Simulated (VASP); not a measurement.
MoSe2: relaxation of shape and atoms at fixed volume with PBE

Crystal: MoSe2.

```xyz
6
Lattice="3.3654 0.0000 0.0000 -1.6827 2.9145 0.0000 0.0000 0.0000 15.0669" Properties=species:S:1:pos:R:3 pbc="T T T"
Mo    0.0000    1.9430    3.7667
Mo    1.6827    0.9715   11.3002
Se    0.0000    1.9430    9.6075
Se    1.6827    0.9715    2.0741
Se    0.0000    1.9430   12.9928
Se    1.6827    0.9715    5.4594
```

The cell isn't the ideal one: a relaxed cell with its volume scaled by 1.04.

```yaml
Program: VASP 6.6.1
Task: relaxation of shape and atoms at fixed volume
Functional: PBE
Potentials_or_basis: VASP PAW PBE potentials, release 64 (Mo_sv, Se)
Cutoff: 600 eV
k_mesh: 9 × 9 × 2
Occupations: gaussian, width 0.03 eV
Spin: no spin polarisation
Further_INCAR_settings: ALGO = Normal; EDIFF = 1e-07; IBRION = 2; EDIFFG = -0.01; NSW = 40; ISIF = 4
```

```json
{
  "Energy gained by relaxing": "11.3 meV/atom",
  "Ionic steps": "8",
  "Pressure after relaxing": "-0.1 GPa",
  "Band gap on the k mesh": "1.43 eV, direct"
}
```

Step by step:
```tsv
step	energy change (eV)	largest force (eV/Å)	pressure (GPa)
1	0.0000	0.5590	-3.75
2	-0.0346	0.1087	-2.08
3	-0.0350	0.0529	-1.88
4	-0.0540	0.0252	-1.21
5	-0.0677	0.0402	0.24
6	-0.0679	0.0325	0.06
7	-0.0679	0.0265	-0.15
8	-0.0680	0.0009	-0.05
```

Final structure:
```cif
data_structure
_symmetry_space_group_name_H-M 'P 1'
_symmetry_Int_Tables_number 1
_cell_length_a 3.3225
_cell_length_b 3.3225
_cell_length_c 15.4577
_cell_angle_alpha 90.000
_cell_angle_beta 90.000
_cell_angle_gamma 120.000
_cell_volume 147.78
loop_
_atom_site_label
_atom_site_type_symbol
_atom_site_fract_x
_atom_site_fract_y
_atom_site_fract_z
_atom_site_occupancy
Mo1 Mo 0.33333 0.66667 0.25000 1
Mo2 Mo 0.66667 0.33333 0.75000 1
Se1 Se 0.33333 0.66667 0.64195 1
Se2 Se 0.66667 0.33333 0.14195 1
Se3 Se 0.33333 0.66667 0.85805 1
Se4 Se 0.66667 0.33333 0.35805 1
```

Levels at points of the mesh, in eV from the valence-band top:
| k point | band 24 | band 25 | band 26 | band 27 | band 28 | band 29 |
| --- | --- | --- | --- | --- | --- | --- |
| (0.00, 0.00, 0.00) | -1.17 | -0.45 | -0.06 | 2.80 | 2.80 | 2.81 |
| (0.00, 0.00, 0.50) | -1.17 | -0.21 | -0.21 | 2.81 | 2.81 | 2.81 |

Wall time 3.4 min on 2 MPI ranks on Intel(R) Xeon(R) 6975P-C (Granite Rapids), on a shared host, peak memory 0.37 GiB a rank.

Caveat: an odd mesh through Γ misses points on the zone boundary, where band edges often lie; this functional lacks dispersion, which binds the layers, so the pressure and a relaxed spacing across them are unreliable.
